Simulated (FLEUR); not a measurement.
# Zr (P6_3/mmc) in FLEUR: notebook

The runs below take Zr through equation of state, with PBE.

Everything below comes from runs of FLEUR MaX-R8.1 (later development tree). Logs are shortened: lines on timing, memory, paths and dates and some standing lists are left out, and cuts for length are marked.

**1. Starting point**

Symmetry: P6_3/mmc, No. 194, hexagonal system. Conventional cell: a = 3.232 Å, b = 3.232 Å, c = 5.147 Å, α = 90.00°, β = 90.00°, γ = 120.00°. Zr (site symmetry -6m2) is surrounded by 12 Zr at 3.18 to 3.23 Å.

**2. Equation of state, PBE, 21.88 Å³/atom (volume scaled by 0.94)**

Contents of inp.xml:

```xml
<?xml version="1.0" encoding="UTF-8" standalone="no"?>
<fleurInput fleurInputVersion="0.39">
   <comment>
      Zr                                                                                                  
   </comment>
   <calculationSetup>
      <cutoffs Kmax="4.1" Gmax="12.7" GmaxXC="12.7" numbands="0"/>
      <scfLoop itmax="60" minDistance="0.00001" maxIterBroyd="15" imix="Anderson" alpha="0.05" precondParam="0.0" spinf="2.0" sdNocoIR="T"/>
      <coreElectrons ctail="T" frcor="F" kcrel="0" coretail_lmax="0"/>
      <xcFunctional name="pbe" relativisticCorrections="F"/>
      <magnetism jspins="1"/>
      <soc l_soc="F" theta="0.0" phi="0.0" spav="F"/>
      <expertModes spex="0" secvar="F"/>
      <geometryOptimization l_f="F" forcealpha="1.0" forcemix="BFGS" epsdisp="0.0005" epsforce="0.0002"/>
      <ldaU l_linMix="F" mixParam="0.05" spinf="1.0"/>
   </calculationSetup>
   <cell>
      <bzIntegration valenceElectrons="24.0" mode="hist" fermiSmearingEnergy="0.00183747">
         <kPointListSelection listName="default-1"/>
         <!-- k-points included here -->
         <xi:include xmlns:xi="http://www.w3.org/2001/XInclude" href="kpts.xml"> </xi:include>
      </bzIntegration>
      <!-- symmetry operations included here -->
      <xi:include xmlns:xi="http://www.w3.org/2001/XInclude" href="sym.xml"> </xi:include>
      <bulkLattice scale="0.9795861087">
         <bravaisMatrix>
            <row-1>    6.1075948347072000     0.0000000000000000     0.0000000000000000</row-1>
            <row-2>   -3.0537974173536000     5.2893322828198945     0.0000000000000000</row-2>
            <row-3>    0.0000000000000000     0.0000000000000000     9.7264203633161994</row-3>
         </bravaisMatrix>
      </bulkLattice>
   </cell>
   <atomSpecies>
      <species name="Zirconium (Zr)" element="Zr" atomicNumber="40">
         <mtSphere radius="2.66" gridPoints="879" logIncrement="0.015"/>
         <atomicCutoffs lmax="11" lnonsphr="8"/>
         <electronConfig flipSpins="F">
            <coreConfig>(1s1/2) (2s1/2) (2p1/2) (2p3/2) (3s1/2) (3p1/2) (3p3/2) (3d3/2) (3d5/2)</coreConfig>
            <valenceConfig>(4s1/2) (4p1/2) (4p3/2) (5s1/2) (4d3/2) (4d5/2)</valenceConfig>
            <stateOccupation state="(4d3/2)" spinUp="0.400000" spinDown="0.400000"/>
            <stateOccupation state="(4d5/2)" spinUp="0.600000" spinDown="0.600000"/>
         </electronConfig>
         <energyParameters s="5" p="5" d="4" f="4"/>
         <lo type="SCLO" l="0" n="4" eDeriv="0"/>
         <lo type="SCLO" l="1" n="4" eDeriv="0"/>
         <lo type="SCLO" l="1" n="4" eDeriv="1"/>
         <lo type="SCLO" l="2" n="4" eDeriv="2"/>
         <lo type="SCLO" l="3" n="4" eDeriv="2"/>
      </species>
   </atomSpecies>
   <atomGroups>
      <atomGroup species="Zirconium (Zr)">
         <relPos label="                   1">-1.000/3.000 1.000/3.000 -1.000/4.000</relPos>
         <relPos label="                   2">1.000/3.000 -1.000/3.000 1.000/4.000</relPos>
         <force calculate="T" relaxXYZ="TTT"/>
      </atomGroup>
   </atomGroups>
   <output dos="F" band="F" slice="F">
      <checks vchk="F" cdinf="F"/>
      <bandDOS minEnergy="-.5*Htr" maxEnergy="0.5*Htr" sigma="0.015" storeEVData="T"/>
      <vacuumDOS vacdos="F" integ="F" star="F" nstars="0" locx1="0.0" locy1="0.0" locx2="0.0" locy2="0.0" nstm="0" tworkf="0.0"/>
      <unfoldingBand unfoldBand="F" supercellX="1" supercellY="1" supercellZ="1"/>
      <plotting iplot="0" polar="F">
         <plot TwoD="T" vec1="  1.0  0.0  0.0" vec2="  0.0  1.0  0.0" vec3="  0.0  0.0  1.0" zero="  0.0  0.0  0.0" file="plot"/>
      </plotting>
      <chargeDensitySlicing numkpt="0" minEigenval="0.0" maxEigenval="0.0" nnne="0" pallst="F"/>
      <specialOutput eonly="F"/>
      <moessbauerParams electricFieldGradient="T" isomerShift="T" coreHyperfine="T" valenceHyperfine="T"/>
      <magneticCircularDichroism mcd="F" energyLo="-10.0" energyUp="0.0"/>
   </output>
  <!-- We include the file relax.xml here to enable relaxations (see documentation) -->
  <xi:include xmlns:xi="http://www.w3.org/2001/XInclude" href="relax.xml"> <xi:fallback/> </xi:include>
</fleurInput>
```

Potentials or basis: all-electron, FLAPW.

Run with:

```bash
$ inpgen -f crystal.txt -profile fastHighL
$ # inp.xml edited to the form shown
$ fleur_MPI
```

Standard output:

```text
Welcome to FLEUR        (www.flapw.de)
      MaX-Release 8.1          (www.max-centre.eu)

 ========== k-point set info ==========
 Selected k-point list: default-1
 k-point list type: mesh
 9 x 9 x 5
 Number of k points: 36

 ------------Calculation Setup---------------------------
 Number of MPI-tasks      :            1
 Number of PE/node        :            1
 Number of OMP-threads    :            1
 Most efficient MPI parallelization for:
           1           2           3           4           6           9          12          18          36
 Additional eigenvalue parallelization possible
 Number of basis functions:          421
 Approximate size of matrices (H+S) per k-point:         0.003 GB
 --------------------------------------------------------
 Iteration:     1   Distance:       4.56005991 me/bohr^3
 Iteration:     2   Distance:       4.21672124 me/bohr^3
 Iteration:     3   Distance:       1.45251566 me/bohr^3
 Iteration:     4   Distance:       0.50156165 me/bohr^3
 Iteration:     5   Distance:       0.33019952 me/bohr^3
 Iteration:     6   Distance:       0.03620616 me/bohr^3
 Iteration:     7   Distance:       0.03595610 me/bohr^3
 Iteration:     8   Distance:       0.00381663 me/bohr^3
 Iteration:     9   Distance:       0.00048143 me/bohr^3
 Iteration:    10   Distance:       0.00042887 me/bohr^3
 Iteration:    11   Distance:       0.00006146 me/bohr^3
 Iteration:    12   Distance:       0.00001469 me/bohr^3
 Iteration:    13   Distance:       0.00001093 me/bohr^3
 Iteration:    14   Distance:       0.00000050 me/bohr^3

 ********************************************************************
 Run finished successfully
 Stop message:
   all done
 ********************************************************************
```

out.xml (last iteration):

```text
<iteration numberForCurrentRun="   14" overallNumber="   14">
         <energyParameters units="Htr">
            <atomicEP atomType="1" spin="1" branch="5s" branchLowest="-1.33" branchHighest="2.10" value="0.3162075869"/>
            <atomicEP atomType="1" spin="1" branch="5p" branchLowest="-0.47" branchHighest="2.71" value="0.4278162483"/>
            <atomicEP atomType="1" spin="1" branch="4d" branchLowest="-5.77" branchHighest="0.84" value="0.4270937312"/>
            <atomicEP atomType="1" spin="1" branch="4f" branchLowest="-9.99" branchHighest="2.16" value="0.6791182751"/>
            <loAtomicEP atomType="1" spin="1" branch="4s" branchLowest="-14.22" branchHighest="-1.33" value="-1.3597026667"/>
            <loAtomicEP atomType="1" spin="1" branch="4p" branchLowest="-11.02" branchHighest="-0.47" value="-0.5562043847"/>
            <loAtomicEP atomType="1" spin="1" branch="4p" branchLowest="-11.02" branchHighest="-0.47" value="-0.5562043847"/>
            <loAtomicEP atomType="1" spin="1" branch="4d" branchLowest="-5.77" branchHighest="0.84" value="0.4261812411"/>
            <loAtomicEP atomType="1" spin="1" branch="4f" branchLowest="-9.99" branchHighest="2.16" value="0.6791205725"/>
         </energyParameters>
         <eigenvalues>
            <eigenvaluesAt spin="1" ikpt="1" k_x="0.00000000" k_y="0.00000000" k_z="0.00000000">
                      -1.3663562706       -1.3590094395       -0.5816432600       -0.5430051787       -0.5430051787
                      -0.5367506899       -0.5367506899       -0.5365934403        0.2125896867        0.3061831076
                       0.4555696477        0.4555696477        0.4618395875        0.4762550083        0.4833463235
                       0.4833463235        0.5064006698        0.5064006698        0.5974819530
            </eigenvaluesAt>
            <eigenvaluesAt spin="1" ikpt="2" k_x="0.00000000" k_y="0.00000000" k_z="0.20000000">
                      -1.3656693522       -1.3597260281       -0.5776302531       -0.5424148765       -0.5424148765
                      -0.5412278986       -0.5373549862       -0.5373549862        0.2255583936        0.3060208490
                       0.4501949748        0.4501949748        0.4519908830        0.4538817881        0.4740667216
                       0.4740667216        0.5249788291        0.5249788291        0.6006526360
            </eigenvaluesAt>
            <eigenvaluesAt spin="1" ikpt="3" k_x="0.00000000" k_y="0.00000000" k_z="0.40000000">
                      -1.3638564739       -1.3615865704       -0.5668663740       -0.5529887241       -0.5408623682
                      -0.5408623682       -0.5389297475       -0.5389297475        0.2590413983        0.2937862825
                       0.4262337677        0.4318167198        0.4485136564        0.4485136564        0.4579007655
                       0.4579007655        0.5614374764        0.5614374764        0.5922914774
            </eigenvaluesAt>
            <eigenvaluesAt spin="1" ikpt="4" k_x="0.00000000" k_y="0.11111111" k_z="0.00000000">
                      -1.3657014085       -1.3587398619       -0.5799779878       -0.5467082696       -0.5442072958
                      -0.5405648973       -0.5373191651       -0.5372271353        0.2260461099        0.3182062715
                       0.4302819947        0.4483934721        0.4682159487        0.4711641992        0.4820568991
                       0.4947819146        0.4950914639        0.4952140334        0.6059793135
            </eigenvaluesAt>
         </eigenvalues>
         <bandgap value="0.0080928944" units="eV"/>
         <sumValenceSingleParticleEnergies value="-9.2480605231" units="Htr"/>
         <FermiEnergy value="0.4242786810" units="Htr"/>
         <valenceDensity>
            <mtCharges spin="1">
               <mtCharge atomType="1" total="10.1942117" s="2.2962639" p="6.0890046" d="1.7821251" f="0.0235126"/>
            </mtCharges>
            <spinDependentCharge spin="1" total="24.0000000" interstitial="3.6115766" mtSpheres="20.3884234"/>
            <totalCharge value="24.0000000000"/>
         </valenceDensity>
         <coreStates atomType="     1" atomicNumber=" 40" spin="1" kinEnergy="   3650.3318963209" eigValSum="  -2122.3795229726" lostElectrons=" 0.000002">
            <state n="1" l="0" j="0.5" energy="-654.1273445806" weight="1.0000000000"/>
            <state n="2" l="0" j="0.5" energy="-90.0623109702" weight="1.0000000000"/>
            <state n="2" l="1" j="0.5" energy="-82.3860555797" weight="1.0000000000"/>
            <state n="2" l="1" j="1.5" energy="-79.2308133055" weight="2.0000000000"/>
            <state n="3" l="0" j="0.5" energy="-14.2202259421" weight="1.0000000000"/>
            <state n="3" l="1" j="0.5" energy="-11.3629062972" weight="1.0000000000"/>
            <state n="3" l="1" j="1.5" energy="-10.8606131528" weight="2.0000000000"/>
            <state n="3" l="2" j="1.5" energy="-5.8246648635" weight="2.0000000000"/>
            <state n="3" l="2" j="2.5" energy="-5.7329118242" weight="3.0000000000"/>
         </coreStates>
         <allElectronCharges>
            <spinDependentCharge spin="1" total="80.0000000" interstitial="3.6115804" mtSpheres="76.3884196"/>
            <totalCharge value="79.9999999938"/>
         </allElectronCharges>
         <moessbauerParams unitsHFF="kG" unitsIS="e/bohr^3" unitsEFG="Htr/bohr^2">
            <coreIsomerShift atomType="1" isTotal="75216.96992">
               <shell n="1" l="0" isomerShift="66636.85713"/>
               <shell n="2" l="0" isomerShift="7205.21285"/>
               <shell n="2" l="1" isomerShift="104.60494"/>
               <shell n="3" l="0" isomerShift="1251.29697"/>
               <shell n="3" l="1" isomerShift="18.99803"/>
               <shell n="3" l="2" isomerShift="0.00000"/>
            </coreIsomerShift>
            <isomerShift atomType="1" nucleusRadius="0.0001063" averageDensity="75425.26250"/>
            <electricFieldGradient atomType="1" VXX="-0.25595" VYY="-0.25595" VZZ="0.51190" asymParam="0.00000">
            </electricFieldGradient>
         </moessbauerParams>
         <totalEnergy                                    value="    -7198.4301268413" units="Htr">
            <sumOfEigenvalues                            value="    -4254.0071064682">
               <coreElectrons value="-4244.7590459452"/>
               <valenceElectrons value="-9.2480605231"/>
            </sumOfEigenvalues>
            <densityCoulombPotentialIntegral value="-11394.6818755127"/>
            <densityEffectivePotentialIntegral value="-11692.7434251165"/>
            <chargeDenXCDenIntegral value="-228.7495784951"/>
            <FockExchangeEnergyValence value="0.0000000000"/>
            <FockExchangeEnergyCore value="0.0000000000"/>
            <atomTypeDependentContributions atomType="1">
               <electronNucleiInteractionDifferentMTs value="8669.5675810687"/>
               <MadelungTerm value="-41.5083481694"/>
            </atomTypeDependentContributions>
            <tkbTimesEntropy value="0.0006228830"/>
            <freeEnergy value="-7198.4307497243"/>
            <extrapolationTo0K value="-7198.4304382828"/>
         </totalEnergy>
         <densityConvergence units="me/bohr^3">
            <chargeDensity spin="1" distance="0.0000005048"/>
         </densityConvergence>
      </iteration>
```

Run time: 29 s. Hardware: 1 thread of Arm Neoverse V1, shared host; peak memory 0.07 GiB.

Results:

| Property | Result |
| --- | --- |
| Free energy | -195879.2795 eV |
| Band gap on the k mesh | none (metal or under the smearing width) |
| Valence electrons inside the program's atomic spheres | Zr 10.19 (radii Zr 2.66 bohr) |

**3. Equation of state, PBE, 22.35 Å³/atom (volume scaled by 0.96)**

Edit inp.xml of step 2 so:

```diff
@@ -24,3 +24,3 @@
       <xi:include xmlns:xi="http://www.w3.org/2001/XInclude" href="sym.xml"> </xi:include>
-      <bulkLattice scale="0.9795861087">
+      <bulkLattice scale="0.9864848297">
          <bravaisMatrix>
```

Potentials or basis: all-electron, FLAPW.

Run with:

```bash
$ inpgen -f crystal.txt -profile fastHighL
$ # inp.xml edited to the form shown
$ fleur_MPI
```

It took 30 s on 1 thread of Arm Neoverse V1, shared host; peak memory 0.07 GiB.

Results (log left out):

- Free energy: -195879.3136 eV
- Band gap on the k mesh: none (metal or under the smearing width)
- Valence electrons inside the program's atomic spheres: Zr 10.16 (radii Zr 2.66 bohr)

**4. Equation of state, PBE, 22.82 Å³/atom (volume scaled by 0.98)**

Edit inp.xml of step 3 so:

```diff
@@ -24,3 +24,3 @@
       <xi:include xmlns:xi="http://www.w3.org/2001/XInclude" href="sym.xml"> </xi:include>
-      <bulkLattice scale="0.9864848297">
+      <bulkLattice scale="0.9932883884">
          <bravaisMatrix>
```

Run with:

```bash
$ inpgen -f crystal.txt -profile fastHighL
$ # inp.xml edited to the form shown
$ fleur_MPI
```

Run time: 30 s. Hardware: 1 thread of Arm Neoverse V1, shared host; peak memory 0.07 GiB.

Results (log left out):

```
Free energy                                           : -195879.3344 eV
Band gap on the k mesh                                : none (metal or under the smearing width)
Valence electrons inside the program's atomic spheres : Zr 10.12 (radii Zr 2.66 bohr)
```

**5. Equation of state, PBE, 23.28 Å³/atom**

Edit inp.xml of step 4 so:

```diff
@@ -24,3 +24,3 @@
       <xi:include xmlns:xi="http://www.w3.org/2001/XInclude" href="sym.xml"> </xi:include>
-      <bulkLattice scale="0.9932883884">
+      <bulkLattice scale="1.0000000000">
          <bravaisMatrix>
```

Run with:

```bash
$ inpgen -f crystal.txt -profile fastHighL
$ # inp.xml edited to the form shown
$ fleur_MPI
```

It took 31 s on 1 thread of Arm Neoverse V1, shared host; peak memory 0.07 GiB.

The run converged. Its results:

```
Free energy                                           : -195879.3431 eV
Band gap on the k mesh                                : none (metal or under the smearing width)
Valence electrons inside the program's atomic spheres : Zr 10.09 (radii Zr 2.66 bohr)
```

**6. Equation of state, PBE, 23.75 Å³/atom (volume scaled by 1.02)**

Edit inp.xml of step 5 so:

```diff
@@ -24,3 +24,3 @@
       <xi:include xmlns:xi="http://www.w3.org/2001/XInclude" href="sym.xml"> </xi:include>
-      <bulkLattice scale="1.0000000000">
+      <bulkLattice scale="1.0066227096">
          <bravaisMatrix>
```

Potentials or basis: all-electron, FLAPW.

Run with:

```bash
$ inpgen -f crystal.txt -profile fastHighL
$ # inp.xml edited to the form shown
$ fleur_MPI
```

Wall time 33 s (1 thread of Arm Neoverse V1, shared host); peak memory 0.07 GiB.

Results (log left out):

```yaml
Free_energy: -195879.3406 eV
Band_gap_on_the_k_mesh: none (metal or under the smearing width)
Valence_electrons_inside_the_program's_atomic_spheres: Zr 10.06 (radii Zr 2.66 bohr)
```

**7. Equation of state, PBE, 24.21 Å³/atom (volume scaled by 1.04)**

Edit inp.xml of step 6 so:

```diff
@@ -24,3 +24,3 @@
       <xi:include xmlns:xi="http://www.w3.org/2001/XInclude" href="sym.xml"> </xi:include>
-      <bulkLattice scale="1.0066227096">
+      <bulkLattice scale="1.0131594038">
          <bravaisMatrix>
```

Run with:

```bash
$ inpgen -f crystal.txt -profile fastHighL
$ # inp.xml edited to the form shown
$ fleur_MPI
```

Wall time 34 s (1 thread of Arm Neoverse V1, shared host); peak memory 0.07 GiB.

It converged, with:

| Quantity | Value |
| --- | --- |
| Free energy | -195879.3279 eV |
| Band gap on the k mesh | none (metal or under the smearing width) |
| Valence electrons inside the program's atomic spheres | Zr 10.03 (radii Zr 2.66 bohr) |

**8. Equation of state, PBE, 24.68 Å³/atom (volume scaled by 1.06)**

Edit inp.xml of step 7 so:

```diff
@@ -24,3 +24,3 @@
       <xi:include xmlns:xi="http://www.w3.org/2001/XInclude" href="sym.xml"> </xi:include>
-      <bulkLattice scale="1.0131594038">
+      <bulkLattice scale="1.0196128224">
          <bravaisMatrix>
```

Run with:

```bash
$ inpgen -f crystal.txt -profile fastHighL
$ # inp.xml edited to the form shown
$ fleur_MPI
```

Wall time 35 s (1 thread of Arm Neoverse V1, shared host); peak memory 0.07 GiB.

Results (log left out):

* Free energy: -195879.3057 eV
* Band gap on the k mesh: none (metal or under the smearing width)
* Valence electrons inside the program's atomic spheres: Zr 10.01 (radii Zr 2.66 bohr)

**9. Equation of state, PBE**

Potentials or basis: all-electron, FLAPW.

This step only gathers the single runs of the series.

What came out:

* Equilibrium volume: 23.40 Å³/atom
* Bulk modulus at fixed shape and positions: 94 GPa
* Pressure derivative of the bulk modulus: 3.3

Energy against volume, from the lowest point:
```csv
volume (Å³/atom),energy (meV/atom)
21.884,31.82
22.350,14.77
22.815,4.34
23.281,0.00
23.746,1.24
24.212,7.62
24.678,18.72
```

Caveat: the cell was scaled at fixed shape and fractional positions, which overstates the stiffness of a crystal with free parameters, most of all of layers and chains.
